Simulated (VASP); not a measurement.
# Cs: nudged elastic band

Cs, slab, 13 atoms in the cell. RPBE, nudged elastic band; PAW potentials Cs_sv (PBE set).

Path: Cs hops from a hollow site to the next hollow site of Cs(100); Moving images: 1.

## Input

INCAR.step1:
```
SYSTEM = Cs
PREC     = Normal         ! precision mode
ENCUT    = 250            ! plane-wave cutoff, eV
EDIFF    = 1E-6           ! SCF threshold, eV
ISMEAR   = 1              ! smearing method
SIGMA    = 0.1            ! smearing width, eV
LREAL    = .False.        ! projectors in reciprocal space
LASPH    = .True.         ! aspherical terms in the spheres
NELM     = 100            ! most SCF steps
ALGO     = Normal         ! electronic algorithm
LWAVE    = .False.        ! write WAVECAR
LCHARG   = .False.        ! write CHGCAR
GGA      = RP             ! functional
IBRION   = 2              ! ionic algorithm
NSW      = 100            ! ionic steps
ISIF     = 2              ! what is computed and relaxed
EDIFFG   = -0.02          ! ionic threshold
POTIM    = 0.5            ! step
KPAR     = 2             
```

INCAR.step3, as INCAR.step1 but for:
```
- IBRION = 2
- NSW = 100
- ISIF = 2
- EDIFFG = -0.02
- POTIM = 0.5
+ IBRION = 1
+ POTIM = 0.3
+ NSW = 200
+ EDIFFG = -0.05
+ SPRING = -5
+ IMAGES = 1
```

KPOINTS:
```
k-points
0
Gamma
  2 2 1
```

00/POSCAR:
```
Cs
1.0
   11.1675799046      0.0000000000      0.0000000000
    0.0000000000     11.1675799046      0.0000000000
    0.0000000000      0.0000000000     23.0666714800
Cs
13
Selective dynamics
Direct
    0.0000000000      0.0000000000      0.2601155527  F F F
    0.5000000000      0.0000000000      0.2601155527  F F F
    0.0000000000      0.5000000000      0.2601155527  F F F
    0.5000000000      0.5000000000      0.2601155527  F F F
    0.2500000000      0.2500000000      0.4388686980  T T T
    0.7500000000      0.2500000000      0.4370482021  T T T
    0.2500000000      0.7500000000      0.4370482021  T T T
    0.7500000000      0.7500000000      0.4402990144  T T T
    0.0002191599      0.0002191599      0.6184773021  T T T
    0.4997808401      0.0002191599      0.6184773021  T T T
    0.0002191599      0.4997808401      0.6184773021  T T T
    0.4997808401      0.4997808401      0.6184773021  T T T
    0.2500000000      0.2500000000      0.7885386686  T T T
```

01/POSCAR:
```
Cs
1.0
   11.1675799046      0.0000000000      0.0000000000
    0.0000000000     11.1675799046      0.0000000000
    0.0000000000      0.0000000000     23.0666714800
Cs
13
Selective dynamics
Direct
    0.0000000000      0.0000000000      0.2601155527  F F F
    0.5000000000      0.0000000000      0.2601155527  F F F
    0.0000000000      0.5000000000      0.2601155527  F F F
    0.5000000000      0.5000000000      0.2601155527  F F F
    0.2500000000      0.2500000000      0.4379684306  T T T
    0.7500000000      0.2500000000      0.4379585582  T T T
    0.2500000000      0.7500000000      0.4386917501  T T T
    0.7500000000      0.7500000000      0.4386835888  T T T
    0.0000051866      0.0002139734      0.6184870908  T T T
    0.4999948134      0.0002139734      0.6184870908  T T T
    0.0000051866      0.4997860266      0.6184870908  T T T
    0.4999948134      0.4997860266      0.6184870908  T T T
    0.5000000000      0.2500000000      0.7885563317  T T T
```

02/POSCAR:
```
Cs
1.0
   11.1675799046      0.0000000000      0.0000000000
    0.0000000000     11.1675799046      0.0000000000
    0.0000000000      0.0000000000     23.0666714800
Cs
13
Selective dynamics
Direct
    0.0000000000      0.0000000000      0.2601155527  F F F
    0.5000000000      0.0000000000      0.2601155527  F F F
    0.0000000000      0.5000000000      0.2601155527  F F F
    0.5000000000      0.5000000000      0.2601155527  F F F
    0.2500000000      0.2500000000      0.4370681633  T T T
    0.7500000000      0.2500000000      0.4388689143  T T T
    0.2500000000      0.7500000000      0.4403352980  T T T
    0.7500000000      0.7500000000      0.4370681633  T T T
   -0.0002087868      0.0002087868      0.6184968794  T T T
    0.5002087868      0.0002087868      0.6184968794  T T T
   -0.0002087868      0.4997912132      0.6184968794  T T T
    0.5002087868      0.4997912132      0.6184968794  T T T
    0.7500000000      0.2500000000      0.7885739949  T T T
```

POSCAR.step1:
```
Cs
1.0
   11.1675799046      0.0000000000      0.0000000000
    0.0000000000     11.1675799046      0.0000000000
    0.0000000000      0.0000000000     23.0666714800
Cs
13
Selective dynamics
Direct
    0.0000000000      0.0000000000      0.2601155527  F F F
    0.5000000000      0.0000000000      0.2601155527  F F F
    0.0000000000      0.5000000000      0.2601155527  F F F
    0.5000000000      0.5000000000      0.2601155527  F F F
    0.2500000000      0.2500000000      0.4312861415  T T T
    0.7500000000      0.2500000000      0.4312861415  T T T
    0.2500000000      0.7500000000      0.4312861415  T T T
    0.7500000000      0.7500000000      0.4312861415  T T T
    0.0000000000      0.0000000000      0.6024567304  T T T
    0.5000000000      0.0000000000      0.6024567304  T T T
    0.0000000000      0.5000000000      0.6024567304  T T T
    0.5000000000      0.5000000000      0.6024567304  T T T
    0.2500000000      0.2500000000      0.7194444423  T T T
```

POSCAR.step2:
```
Cs
1.0
   11.1675799046      0.0000000000      0.0000000000
    0.0000000000     11.1675799046      0.0000000000
    0.0000000000      0.0000000000     23.0666714800
Cs
13
Selective dynamics
Direct
    0.0000000000      0.0000000000      0.2601155527  F F F
    0.5000000000      0.0000000000      0.2601155527  F F F
    0.0000000000      0.5000000000      0.2601155527  F F F
    0.5000000000      0.5000000000      0.2601155527  F F F
    0.2500000000      0.2500000000      0.4312861415  T T T
    0.7500000000      0.2500000000      0.4312861415  T T T
    0.2500000000      0.7500000000      0.4312861415  T T T
    0.7500000000      0.7500000000      0.4312861415  T T T
    0.0000000000      0.0000000000      0.6024567304  T T T
    0.5000000000      0.0000000000      0.6024567304  T T T
    0.0000000000      0.5000000000      0.6024567304  T T T
    0.5000000000      0.5000000000      0.6024567304  T T T
   -0.2500000000      0.2500000000      0.7194444423  T T T
```

Commands (each step's output is kept before the next begins):
```
cat potpaw_PBE.64/Cs_sv/POTCAR > POTCAR
cp INCAR.step1 INCAR
cp POSCAR.step1 POSCAR
mpirun -np 8 vasp_std > vasp.out
cp POSCAR.step2 POSCAR
mpirun -np 8 vasp_std > vasp.out
# 00 and 02 hold the relaxed ends; the images between are interpolated (pair-distance (IDPP))
cp INCAR.step3 INCAR
mpirun -np 8 vasp_std > vasp.out
```

## Result

- Barrier (eV): 0.083
- Barrier of the reverse step (eV): 0.083
- Energy of the second end over the first (eV): 0.000
- Top of the path (share of its length): 0.50
- Length of the path (Å): 5.62
- Steps of the band: 4
- Ionic steps, all stages: 44
- Electronic steps, all stages: 478

Energy along the relaxed band:

| Image | Distance along the path (Å) | Energy above the first end (eV) | Slope along the path (eV/Å) | Largest force across the path (eV/Å) |
|---|---|---|---|---|
| 0 | 0.000 | 0.000 | relaxed end |  |
| 1 | 2.809 | 0.083 | -0.000 | 0.034 |
| 2 | 5.617 | -0.000 | relaxed end |  |

The slab is face-centred cubic Cs(100), which isn't the element's stable structure, in-plane cell 11.17 × 11.17 Å, with 2 × 2 k points.

The two ends have the same energy within 0.01 eV.

Limits: the slab is thin and the surface cell small, so the value carries both errors; a single image in the middle can't show two humps with a dip between them, and says nothing of the springs.

VASP 6.6.1 took 1102 s on 8 cores (AMD EPYC 7R13 (Zen 3)), a shared host.
